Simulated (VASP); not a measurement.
# GaAs (F-43m) in VASP: further runs, part 3 of 3

VASP 6.6.1.

**6. How close it comes**

Step 2. Against the measured gap of GaAs, 1.412 eV (direct; 300 K; “Evidence of valence band perturbations in GaAsN/GaAs(001): A combined variable-angle spectroscopic ellipsometry and modulated photoreflectance investigation”, 2008, arxiv:0805.2212), the calculated 0.00 eV is off by -1.41 eV. So large a miss can be the level of theory's own, or it may mean another phase, state or a wrong row. 3 values of this kind are on record (1.412 to 1.51 eV); this one was drawn at random among those near their median, those with a stated uncertainty first. Spin-orbit coupling on As, Ga is left out. The value is that of LDA, without temperature or zero-point motion. Semilocal functionals fall short of measured gaps as a rule.

Step 3. Against the measured gap of GaAs, 1.418 eV (direct; 300 K; “Evidence of valence band perturbations in GaAsN/GaAs(001): A combined variable-angle spectroscopic ellipsometry and modulated photoreflectance investigation”, 2008, arxiv:0805.2212), the calculated 0.14 eV is off by -1.27 eV. So large a miss can be the level of theory's own, or it may mean another phase, state or a wrong row. 3 values of this kind are on record (1.412 to 1.51 eV); this one was drawn at random among those near their median, those with a stated uncertainty first. Spin-orbit coupling on As, Ga is left out. The value is that of PBE, without temperature or zero-point motion. Semilocal functionals fall short of measured gaps as a rule.
